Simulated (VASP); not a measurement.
Wanted: the native input for a VASP 6.6.1 run.

| Item | Value |
| --- | --- |
| Task | band structure |
| Functional | PBEsol |
| Potentials or basis | VASP PAW PBE potentials, release 64 (Mg) |
| Cutoff | 520 eV |
| k mesh | 10 × 10 × 5 |
| Occupations | fermi-dirac, width 0.05 eV |
| Spin | no spin polarisation |
| Further INCAR settings | ALGO = Normal; EDIFF = 1e-06 |

The structure of Mg lies in POSCAR:

```
Mg
1.0
    3.2093000000      0.0000000000      0.0000000000
   -1.6046500000      2.7793353284      0.0000000000
    0.0000000000      0.0000000000      5.2103000000
Mg
2
Direct
    0.6666666667      0.3333333333      0.7500000000
    0.3333333333      0.6666666667      0.2500000000
```

The input as run:

INCAR

```
PREC     = Accurate       # precision mode
ENCUT    = 520            # plane-wave cutoff, eV
EDIFF    = 1E-6           # SCF threshold, eV
ISMEAR   = -1             # smearing method
SIGMA    = 0.05           # smearing width, eV
LREAL    = False          # projectors in reciprocal space
LASPH    = True           # aspherical terms in the spheres
NELM     = 60             # most SCF steps
ALGO     = Normal         # electronic algorithm
ISIF     = 2              # what is computed and relaxed
LWAVE    = False          # write WAVECAR
LCHARG   = False          # write CHGCAR
GGA      = PS             # functional
```

KPOINTS

```
Automatic mesh
0
Gamma
  10 10 5
```

KPOINTS_OPT

```
path GMKGALHA,LM,KH
15
line-mode
reciprocal
 0.0000000000  0.0000000000  0.0000000000  G
 0.5000000000  0.0000000000  0.0000000000  M

 0.5000000000  0.0000000000  0.0000000000  M
 0.3333333333  0.3333333333  0.0000000000  K

 0.3333333333  0.3333333333  0.0000000000  K
 0.0000000000  0.0000000000  0.0000000000  G

 0.0000000000  0.0000000000  0.0000000000  G
 0.0000000000  0.0000000000  0.5000000000  A

 0.0000000000  0.0000000000  0.5000000000  A
 0.5000000000  0.0000000000  0.5000000000  L

 0.5000000000  0.0000000000  0.5000000000  L
 0.3333333333  0.3333333333  0.5000000000  H

 0.3333333333  0.3333333333  0.5000000000  H
 0.0000000000  0.0000000000  0.5000000000  A

 0.5000000000  0.0000000000  0.5000000000  L
 0.5000000000  0.0000000000  0.0000000000  M

 0.3333333333  0.3333333333  0.0000000000  K
 0.3333333333  0.3333333333  0.5000000000  H
```

Potentials or basis: VASP PAW PBE potentials, release 64 (Mg).

The run is started by

```sh
$ cat potpaw_PBE.64/Mg/POTCAR > POTCAR
$ mpirun -np 1 vasp_std > vasp.out
```

Results of the run:

The pressure is -1.1 GPa and the band gap along the path is none (metal or under the smearing width).

Caveat: the PAW data sets were made with another functional, which shifts forces and pressure a little.

Run time: 19 s on 1 thread of Intel(R) Xeon(R) Platinum 8259CL CPU @ 2.50GHz (Skylake/Cascade Lake), on a shared host, peak memory 0.16 GiB.
